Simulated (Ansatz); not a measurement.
## Contact densities of Ga against volume

```
Ga
1.0
    -1.40400    1.40400    2.22900
     1.40400   -1.40400    2.22900
     1.40400    1.40400   -2.22900
Ga
1
Cartesian
  0.0000 0.0000 0.0000
```

The cell is COD entry 9012723, as deposited and not checked against the literature; nothing was relaxed.

The calculation used DFT, PBE, all-electron PAW with datasets made for the crystal, scalar-relativistic (Ansatz 0.2.0).

Numerical set-up: a Γ-centred 16×16×16 k mesh, Fermi–Dirac smearing of 0.03 eV, cutoff 240 eV (chosen by the program for this cell), no spin polarisation.

The contact density is the mean electron density over the nuclear volume; its changes follow the s electrons' response to bonding and compression. Changes below are taken from the unscaled cell, where it is 187513 e/Å³ at Ga.

| V/V(cell) | P (GPa) | Δρ(0) Ga (e/Å³) |
| --- | --- | --- |
| 0.9405 | 9.3 | ? |
| 1.0000 | 4.5 | 0.00 |
| 1.0600 | 0.8 | ? |

**Question.** What belongs in the row "0.9405", column "Δρ(0) Ga (e/Å³)"?

**Answer.** -1.78.

**Question.** What belongs in the row "1.0600", column "Δρ(0) Ga (e/Å³)"?

**Answer.** 1.43.

The datasets are made afresh for each cell, so very small changes are uncertain.
